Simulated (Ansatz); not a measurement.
# CdS (Greenockite): the cost of one run

All numbers are computed with Ansatz 0.2.0, driven from Python. Level of theory: DFT PBE, plane waves, PAW.

### Step 1. The structure

The structure is hexagonal, space group P6_3mc (No. 186). Conventional cell: a = 4.150 Å, b = 4.150 Å, c = 6.737 Å, α = 90.00°, β = 90.00°, γ = 120.00°. Cd (site symmetry 3m) has 4 S at 2.53 to 2.54 Å as nearest neighbours. S (site symmetry 3m) is surrounded by 4 Cd at 2.53 to 2.54 Å.

cds.vasp, read by the script:

```text
CdS
1.0
   4.15000000    0.00000000    0.00000000
  -2.07500000    3.59400543    0.00000000
   0.00000000    0.00000000    6.73700000
Cd S
2 2
Direct
   0.33333333    0.66666667    0.00000000
   0.66666667    0.33333333    0.50000000
   0.33333333    0.66666667    0.37500000
   0.66666667    0.33333333    0.87500000
```

### Step 2. The script

File vcrelax_cds.py:

```python
"""Variable-cell relaxation of CdS."""

import ansatz as az
from ase.data import atomic_numbers
from ase.io import read
import matplotlib.pyplot as plt
import numpy as np
import spglib

def edges_and_angles(cell):
    cell = np.asarray(cell)
    a, b, c = np.linalg.norm(cell, axis=1)
    cosines = cell[1] @ cell[2] / (b * c), cell[0] @ cell[2] / (a * c), cell[0] @ cell[1] / (a * b)
    return (a, b, c, *np.degrees(np.arccos(cosines)))


def main() -> None:
    atoms = read("cds.vasp", format="vasp")
    cell = az.Crystal.from_ase(atoms)

    # shape and ions at fixed volume
    model = (
        cell.calculation()
        .kpoints(6, 6, 4)
        .occupations(az.OccupationsMethod.FIXED)
        .relax(force_tolerance=0.02, fix_cell=["volume"])
    )
    steps = []


    def collect(event):
        if event["event"] == "relax_step":
            steps.append(event["data"])


    out = model.session().plan().execute(on_event=collect)
    r = out.report
    for s in steps:
        flag = "" if s["accepted"] else "  (rejected)"
        print("step %2d  E = %.5f eV  largest force component = %.4f eV/A%s" % (s["step"], s["lagrangian_ev"], s["allowed_force_max_ev_ang"], flag))

    first, last = steps[0], steps[-1]
    symbols = [site.symbol for site in out.lattice.sites]
    print(f"energy gained {first['lagrangian_ev'] - last['lagrangian_ev']:.4f} eV in {len(steps) - 1} steps")
    for label, vectors in (("before", first["cell_ang"]), ("after", out.lattice.cell_ang)):
        print(label, "a b c (A) {:.4f} {:.4f} {:.4f}  angles {:.2f} {:.2f} {:.2f}".format(*edges_and_angles(vectors)), f" V = {abs(np.linalg.det(vectors)):.3f} A^3")
    print("final stress xx yy zz (GPa, compression positive):", np.round(np.diag(r["stress_gpa"]), 3) + 0.0)

    fractions = [site.position_frac for site in out.lattice.sites]
    numbers = [atomic_numbers[s] for s in symbols]
    for tolerance in (1e-3, 1e-2, 1e-1):
        print(f"space group at {tolerance} A:", spglib.get_spacegroup((out.lattice.cell_ang, fractions, numbers), symprec=tolerance))

    change = np.array(last["positions_ang"]) @ np.linalg.inv(last["cell_ang"]) - np.array(first["positions_ang"]) @ np.linalg.inv(first["cell_ang"])
    moved = np.linalg.norm(change @ np.array(last["cell_ang"]), axis=1)
    print("displacement within the cell, strain taken out (A):", " ".join(f"{s}:{d:.3f}" for s, d in zip(symbols, moved)))

    fig, (top, bottom) = plt.subplots(2, 1, sharex=True, figsize=(4.5, 4))
    top.plot([s["lagrangian_ev"] - last["lagrangian_ev"] for s in steps], "o-")
    top.set_ylabel("E - E(final) (eV)")
    bottom.semilogy([max(s["allowed_force_max_ev_ang"], 1e-6) for s in steps], "s-")
    bottom.set(xlabel="step", ylabel="largest force (eV/A)")
    fig.tight_layout()
    fig.savefig("relax.png", dpi=100)

    n_atoms = len(r["lattice"]["sites"])
    print("F =", round(r["free_energy_ev"], 4), "eV for", n_atoms, "atoms")
    print("E(sigma -> 0) =", round(r["energy_sigma0_ev"], 4), "eV, TS =", round(r["entropy_ts_ev"], 5), "eV")
    print("closed by", r["closed_by"], "after", r["n_iterations"], "iterations")


if __name__ == "__main__":
    main()
```

### Step 3. What the engine is handed

The package turns the script's settings into the engine's input:

```yaml
crystal:
  lattice:
    - [4.15, 0.0, 0.0]
    - [-2.075, 3.59400543, 0.0]
    - [0.0, 0.0, 6.737]
  atoms:
    - { symbol: Cd, position: [0.33333333000000004, 0.66666667, 0.0] }
    - { symbol: Cd, position: [0.66666667, 0.33333333, 0.5] }
    - { symbol: S, position: [0.33333333000000004, 0.66666667, 0.37499999999999994] }
    - { symbol: S, position: [0.66666667, 0.33333333, 0.875] }
kpoints:
  mp_grid:
    grid: [6, 6, 4]
scf:
  occupations:
    method: fixed
relax:
  f_tol: 0.02
  cell:
    fix: [volume]
```

### Step 4. The run

Run with:

```console
$ python vcrelax_cds.py
```

**Question.** How long does this script take on 1 thread of Arm Neoverse N1, shared host, and how much memory does it need?

About 27 s, with a peak of 0.49 GiB.
